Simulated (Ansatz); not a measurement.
# Pt (Fm-3m) in Ansatz: further runs

One crystal, Pt, is run at these levels: LDA; tasks: single point, equation of state.

All numbers are computed with Ansatz 0.2.0; they aren't measurements. Logs are shortened: lines on timing, memory, paths and dates and some standing lists are left out, and cuts for length are marked.

## Step 1: Starting point

Symmetry: Fm-3m, No. 225, cubic system. The conventional cell has a = 3.922 Å, b = 3.922 Å, c = 3.922 Å, α = 90.00°, β = 90.00°, γ = 90.00°. Around Pt (site symmetry m-3m) lie 12 Pt at 2.77 Å.

## Step 2: Single point, LDA, 14.18 Å³/atom (volume scaled by 0.94)

The input, input.yaml:

```yaml
crystal:
  lattice:
    - [0.0, 1.9208704006, 1.9208704006]
    - [1.9208704006, 0.0, 1.9208704006]
    - [1.9208704006, 1.9208704006, 0.0]
  atoms:
    - { symbol: Pt, position: [0.0, 0.0, 0.0] }
hamiltonian:
  xc: lda
  pseudopotentials: { kind: paw }
kpoints:
  mp_grid: { grid: [12, 12, 12] }
scf:
  occupations: { method: fermi_dirac, width: 0.05 }
output:
  forces: true
  stress: true
  eigenvalues: true
  write_density: true
  write_potential: true
  elf: true
  volumetric_format: npy
```

Potentials or basis: Ansatz PAW.

Launch:

```
$ ansatz run input.yaml --threads 2 --pin off --max-ram 5632MiB --backend cpu --events-out ev --progress --plain --runs-dir out
```

What it wrote:

```text
Warning: RAYON_NUM_THREADS=2 ignored (pool sized by the plan → 2); use --threads N
Engine: ansatz 0.2.0, aarch64-unknown-linux-gnu
Pseudopotentials: kind: paw
Pseudopotential: Pt, paw, valence charge 18, recommended cutoff 420 eV (normal), Pt.paw.azcp
Functional definition: SPW92
  exchange = slater_x
  correlation = pw_c
Crystal: 1 atoms, lattice volume = 14.175 Å³
Basis set: ecut = 420 eV, 283 PW (Γ)
Bands: 13, of which v1, the nominal top of the filled ones, is band 9 counted from 1 (8 counted from 0)
Symmetry: 48 space group operations
Space group: Fm-3m (ITA 225), of the structure as read, at distance tolerance 2.4e-5 Å
k-points: 72 of 1728
Non-local potential: Pt, projectors of the file, l = 0: 3, l = 1: 2, l = 2: 2, l = 3: 1
PAW form: soft (Blöchl's): semilocal exchange-correlation on the pseudo side does not see the compensation charge
PAW frozen core: Pt, regenerated for the run's functional, and the local potential with it (the file was generated under x = pbe(κ = 0.804, μ = 0.2195149727645171), c = pbe(β = 0.06672455060314922))
PAW one-centre angular grid: Pt, 590 points (default); XC on 64 Gauss nodes
Initial density: superposition of atomic densities (neutral atoms: chi_scale 0, normalization atom), corrected by the library's trained network
Initial wavefunctions: pseudopotential atomic-orbital guess
Functional: x = slater, c = lda
SCF iter   1: F=—  HF=-12244.973026 eV  |F-HF|=—  |Δ(HF+E_count)|=         —  Δρ=6.08e-3  dr2=1.75e-3  ethr=1.77e-3  ⟨swp⟩=5.1  Hψ=5245  notcnv=0
preconditioner: auto → none  [metal: Δε(μ)=0.005 eV  Ē_g=14.902 eV  σ=0.050 eV  W_gap=0.02  n_scr=8 (ndim 8)  ℏωp=31.2 eV  f_vac=0.000  D(μ)=1.93/eV (n_scr^D=26)  sad-step TF]
SCF iter   2: F=—  HF=-12244.972410 eV  |F-HF|=—  |Δ(HF+E_count)|=   6.16e-4  Δρ=3.15e-3  dr2=3.87e-4  ethr=9.73e-6  ⟨swp⟩=1.5  Hψ=1617  notcnv=0
SCF iter   3: F=—  HF=-12244.972347 eV  |F-HF|=—  |Δ(HF+E_count)|=   6.36e-5  Δρ=2.27e-4  dr2=1.51e-6  ethr=2.15e-6  ⟨swp⟩=2.4  Hψ=1395  notcnv=0
SCF iter   4: F=—  HF=-12244.972345 eV  |F-HF|=—  |Δ(HF+E_count)|=   1.83e-6  Δρ=3.28e-5  dr2=4.42e-8  ethr=8.37e-9  ⟨swp⟩=2.3  Hψ=1551  notcnv=0
iter 5 did not close the SCF: its close was put off for the readings that it lacked (scf_convergence_deferred on its scf_iter line)
SCF iter   5: F=-12244.972345 eV  HF=-12244.972345 eV  |F-HF|=3.84e-10  |Δ(HF+E_count)|=   9.21e-8  Δρ=3.76e-6  dr2=7.42e-10  ethr=2.46e-10  ⟨swp⟩=2.8  Hψ=1379  notcnv=0
SCF iter   6: F=-12244.972345 eV  HF=-12244.972345 eV  |F-HF|=3.64e-12  |Δ(HF+E_count)|=  2.78e-10  Δρ=3.33e-7  dr2=8.27e-12  ethr=4.12e-12  ⟨swp⟩=3.8  Hψ=4249  notcnv=0
SCF 1 converged in 6 iterations: F = -12244.972345 eV  dr2 = 8.27e-12
SCF converged after 6 iterations
Free energy (F): -12244.972345 eV
Harris-Foulkes:  -12244.972345 eV  (|F-HF|=3.64e-12)
Internal energy: -12244.957560 eV  (E = F + TS)
E sigma→0 (E₀):  -12244.964953 eV
Entropy (-TS):   -0.014785 eV (-14.785 meV/atom)
Fermi energy:    25.051996 eV
--- Per-component energies (eV) ---
  E_band       = -105.136063
  E_kinetic    = 641.216192
  E_local      = -1386.446198  (includes V_loc(G=0)·N_el)
  E_nonlocal   = 206.956903
  E_hartree    = 516.334598
  E_xc         = -261.633427
  E_vxc        = -304.361402  (∫ρ·V_xc dr)
  E_paw        = -9177.876593  (= ΣΔE_a)
  E_vpaw       = -295.170796  (= ΣTr[D̂ρ^β])
  E_aug_tail   = 0.000164  (compensation charges beyond the density's cutoff)
  E_ewald      = -2783.973068
  E_core_change = 0.463869  (= ΣΔE_core)
  E_smearing   = -0.014785  (= −TS)
  E_closure    = 0.000000  (closes the sum)
  Σ components = -12244.972345   (vs F -12244.972345, Δ=0.00e0)
--- Forces (eV/Å), atoms counted from 1 ---
  atom   1  Pt    -0.00000000     0.00000000     0.00000000
  max |Σ_I F_I| component: 1.19e-31 eV/Å
--- Stress (GPa, compression-positive) ---
       13.957207       0.000000      -0.000000
        0.000000      13.957207      -0.000000
        0.000000       0.000000      13.957207
  P = ⅓ Tr σ = 13.9572 GPa (139.572 kbar)
--- Band table (eV; the first three rows and the last of 72) ---
  k-point 0: bands = ["-73.8319", "-27.6777", "-27.6777", "-27.6777", "14.0170", "20.8074", "20.8074", "20.8074", "23.2312", "23.2312", "39.4748", "44.7078", "44.7078"]
  k-point 1: bands = ["-73.8289", "-27.7190", "-27.6836", "-27.6836", "14.3141", "20.6724", "20.9264", "20.9264", "23.1639", "23.1639", "39.9463", "43.3912", "45.1756"]
  k-point 2: bands = ["-73.8207", "-27.8309", "-27.6994", "-27.6994", "15.1320", "20.4052", "21.1693", "21.1693", "23.1054", "23.1054", "40.9944", "41.1529", "46.4884"]
  k-point 71: bands = ["-73.7719", "-28.0748", "-28.0748", "-27.9071", "18.7449", "19.9719", "19.9719", "22.7775", "25.6011", "32.4920", "33.6075", "33.6075", "37.6529"]
```

rho_z.tsv:

```text
# z_ang	rho[e/angstrom^3]
# format = ansatz-planar-average/11
# lattice	0.000000000	1.920870401	1.920870401
# lattice	1.920870401	0.000000000	1.920870401
# lattice	1.920870401	1.920870401	0.000000000
# sites	1
# site	78	0.000000000	0.000000000	0.000000000
0.000000	2.443664e0
0.135826	2.375995e0
0.271652	2.178376e0
0.407478	1.872220e0
0.543304	1.502837e0
0.679130	1.132117e0
0.814956	8.162057e-1
0.950782	5.877763e-1
1.086608	4.494416e-1
1.222434	3.810817e-1
1.358260	3.609950e-1
1.494087	3.810817e-1
1.629913	4.494416e-1
1.765739	5.877763e-1
1.901565	8.162057e-1
2.037391	1.132117e0
2.173217	1.502837e0
2.309043	1.872220e0
2.444869	2.178376e0
2.580695	2.375995e0
```

v_z.tsv:

```text
# z_ang	v_es[eV]	v_tot[eV]
# format = ansatz-planar-average/11
# xc	lda
# density_cutoff_ev	1680
# datasets	Pt=:simpson_from_first_knot:soft:shift=-1952590
# lattice	0.000000000	1.920870401	1.920870401
# lattice	1.920870401	0.000000000	1.920870401
# lattice	1.920870401	1.920870401	0.000000000
# sites	1
# site	78	0.000000000	0.000000000	0.000000000
0.000000	-6.624903e-1	-1.826296e1
0.135826	-7.820842e-2	-1.754599e1
0.271652	1.620338e0	-1.544853e1
0.407478	4.285702e0	-1.213025e1
0.543304	7.707476e0	-7.851039e0
0.679130	1.161039e1	-2.977458e0
0.814956	1.561941e1	2.002391e0
0.950782	1.924312e1	6.491364e0
1.086608	2.197616e1	9.901558e0
1.222434	2.353136e1	1.188679e1
1.358260	2.399713e1	1.249978e1
1.494087	2.353136e1	1.188679e1
1.629913	2.197616e1	9.901558e0
1.765739	1.924312e1	6.491364e0
1.901565	1.561941e1	2.002391e0
2.037391	1.161039e1	-2.977458e0
2.173217	7.707476e0	-7.851039e0
2.309043	4.285702e0	-1.213025e1
2.444869	1.620338e0	-1.544853e1
2.580695	-7.820842e-2	-1.754599e1
```

Wall time 0.82 s (2 threads of Arm Neoverse V1, shared host); peak memory 0.26 GiB.

Results:

```
Free energy            : -12244.9723 eV
Pressure               : 14.0 GPa
Band gap on the k mesh : none (metal or under the smearing width)
```

Caveat: the PAW data sets come from PBE, with cores solved anew for the run's functional, which leaves a small shift of forces and pressure.

## Step 3: Single point, LDA, 14.48 Å³/atom (volume scaled by 0.96)

The input, input.yaml:

```yaml
crystal:
  lattice:
    - [0.0, 1.9343981026, 1.9343981026]
    - [1.9343981026, 0.0, 1.9343981026]
    - [1.9343981026, 1.9343981026, 0.0]
  atoms:
    - { symbol: Pt, position: [0.0, 0.0, 0.0] }
hamiltonian:
  xc: lda
  pseudopotentials: { kind: paw }
kpoints:
  mp_grid: { grid: [12, 12, 12] }
scf:
  occupations: { method: fermi_dirac, width: 0.05 }
output:
  forces: true
  stress: true
  eigenvalues: true
```

Potentials or basis: Ansatz PAW.

Launch:

```
$ ansatz run input.yaml --threads 2 --pin off --max-ram 5632MiB --backend cpu --events-out ev --progress --plain --runs-dir out
```

Wall time 0.64 s (2 threads of Arm Neoverse V1, shared host); peak memory 0.25 GiB.

It converged, with:

```yaml
Free_energy: -12244.9914 eV
Pressure: 6.4 GPa
Band_gap_on_the_k_mesh: none (metal or under the smearing width)
```

Caveat: the PAW data sets come from PBE, with cores solved anew for the run's functional, which leaves a small shift of forces and pressure.

## Step 4: Single point, LDA, 14.78 Å³/atom (volume scaled by 0.98)

The input, input.yaml:

```yaml
crystal:
  lattice:
    - [0.0, 1.9477392008, 1.9477392008]
    - [1.9477392008, 0.0, 1.9477392008]
    - [1.9477392008, 1.9477392008, 0.0]
  atoms:
    - { symbol: Pt, position: [0.0, 0.0, 0.0] }
hamiltonian:
  xc: lda
  pseudopotentials: { kind: paw }
kpoints:
  mp_grid: { grid: [12, 12, 12] }
scf:
  occupations: { method: fermi_dirac, width: 0.05 }
output:
  forces: true
  stress: true
  eigenvalues: true
  write_density: true
  write_potential: true
  elf: true
  volumetric_format: npy
```

Launch:

```
$ ansatz run input.yaml --threads 2 --pin off --max-ram 5632MiB --backend cpu --events-out ev --progress --plain --runs-dir out
```

It took 0.82 s on 2 threads of Arm Neoverse V1, shared host; peak memory 0.26 GiB.

Results (log left out):

```yaml
Free_energy: -12244.9971 eV
Pressure: -0.2 GPa
Band_gap_on_the_k_mesh: none (metal or under the smearing width)
```

Caveat: the PAW data sets come from PBE, with cores solved anew for the run's functional, which leaves a small shift of forces and pressure.

## Step 5: Single point, LDA, 15.08 Å³/atom

The input, input.yaml:

```yaml
crystal:
  lattice:
    - [0.0, 1.9609, 1.9609]
    - [1.9609, 0.0, 1.9609]
    - [1.9609, 1.9609, 0.0]
  atoms:
    - { symbol: Pt, position: [0.0, 0.0, 0.0] }
hamiltonian:
  xc: lda
  pseudopotentials: { kind: paw }
kpoints:
  mp_grid: { grid: [12, 12, 12] }
scf:
  occupations: { method: fermi_dirac, width: 0.05 }
output:
  forces: true
  stress: true
  eigenvalues: true
```

Launch:

```
$ ansatz run input.yaml --threads 2 --pin off --max-ram 5632MiB --backend cpu --events-out ev --progress --plain --runs-dir out
```

It took 0.65 s on 2 threads of Arm Neoverse V1, shared host; peak memory 0.26 GiB.

Results (log left out):

- Free energy: -12244.9911 eV
- Pressure: -6.0 GPa
- Band gap on the k mesh: none (metal or under the smearing width)

Caveat: the PAW data sets come from PBE, with cores solved anew for the run's functional, which leaves a small shift of forces and pressure.

## Step 6: Single point, LDA, 15.38 Å³/atom (volume scaled by 1.02)

Changes to input.yaml since step 5:

```diff
@@ -2,5 +2,5 @@
   lattice:
-    - [0.0, 1.9609, 1.9609]
-    - [1.9609, 0.0, 1.9609]
-    - [1.9609, 1.9609, 0.0]
+    - [0.0, 1.9738864712, 1.9738864712]
+    - [1.9738864712, 0.0, 1.9738864712]
+    - [1.9738864712, 1.9738864712, 0.0]
   atoms:
@@ -18 +18,5 @@
   eigenvalues: true
+  write_density: true
+  write_potential: true
+  elf: true
+  volumetric_format: npy
```

Potentials or basis: Ansatz PAW.

Launch:

```
$ ansatz run input.yaml --threads 2 --pin off --max-ram 5632MiB --backend cpu --events-out ev --progress --plain --runs-dir out
```

Run time: 0.84 s. Hardware: 2 threads of Arm Neoverse V1, shared host; peak memory 0.26 GiB.

It converged, with:

```yaml
Free_energy: -12244.9748 eV
Pressure: -11.2 GPa
Band_gap_on_the_k_mesh: none (metal or under the smearing width)
```

Caveat: the PAW data sets come from PBE, with cores solved anew for the run's functional, which leaves a small shift of forces and pressure.

## Step 7: Single point, LDA, 15.68 Å³/atom (volume scaled by 1.04)

The input, input.yaml:

```yaml
crystal:
  lattice:
    - [0.0, 1.986704275, 1.986704275]
    - [1.986704275, 0.0, 1.986704275]
    - [1.986704275, 1.986704275, 0.0]
  atoms:
    - { symbol: Pt, position: [0.0, 0.0, 0.0] }
hamiltonian:
  xc: lda
  pseudopotentials: { kind: paw }
kpoints:
  mp_grid: { grid: [12, 12, 12] }
scf:
  occupations: { method: fermi_dirac, width: 0.05 }
output:
  forces: true
  stress: true
  eigenvalues: true
```

Launch:

```
$ ansatz run input.yaml --threads 2 --pin off --max-ram 5632MiB --backend cpu --events-out ev --progress --plain --runs-dir out
```

Run time: 0.65 s. Hardware: 2 threads of Arm Neoverse V1, shared host; peak memory 0.26 GiB.

The run converged. Its results:

| Item | Value |
| --- | --- |
| Free energy | -12244.9494 eV |
| Pressure | -15.7 GPa |
| Band gap on the k mesh | none (metal or under the smearing width) |

Caveat: the PAW data sets come from PBE, with cores solved anew for the run's functional, which leaves a small shift of forces and pressure.

## Step 8: Single point, LDA, 15.98 Å³/atom (volume scaled by 1.06)

Changes to input.yaml since step 7:

```diff
@@ -2,5 +2,5 @@
   lattice:
-    - [0.0, 1.986704275, 1.986704275]
-    - [1.986704275, 0.0, 1.986704275]
-    - [1.986704275, 1.986704275, 0.0]
+    - [0.0, 1.9993587835, 1.9993587835]
+    - [1.9993587835, 0.0, 1.9993587835]
+    - [1.9993587835, 1.9993587835, 0.0]
   atoms:
```

Launch:

```
$ ansatz run input.yaml --threads 2 --pin off --max-ram 5632MiB --backend cpu --events-out ev --progress --plain --runs-dir out
```

Run time: 0.66 s. Hardware: 2 threads of Arm Neoverse V1, shared host; peak memory 0.26 GiB.

It converged, with:

* Free energy: -12244.9161 eV
* Pressure: -19.6 GPa
* Band gap on the k mesh: none (metal or under the smearing width)

Caveat: the PAW data sets come from PBE, with cores solved anew for the run's functional, which leaves a small shift of forces and pressure.

## Step 9: Equation of state, LDA

Potentials or basis: Ansatz PAW.

This step only gathers the single runs of the series.

What came out:

```
Equilibrium volume                      : 14.77 Å³/atom
Bulk modulus                            : 306 GPa
Pressure derivative of the bulk modulus : 5.3
```

Energy against volume, from the lowest point:
```csv
volume (Å³/atom),energy (meV/atom)
14.175,24.75
14.477,5.73
14.778,0.00
15.080,5.99
15.381,22.31
15.683,47.68
15.985,80.99
```

The run has no spin-orbit coupling, so splittings on Pt are missing. Zero-point motion and thermal expansion aren't in these numbers.
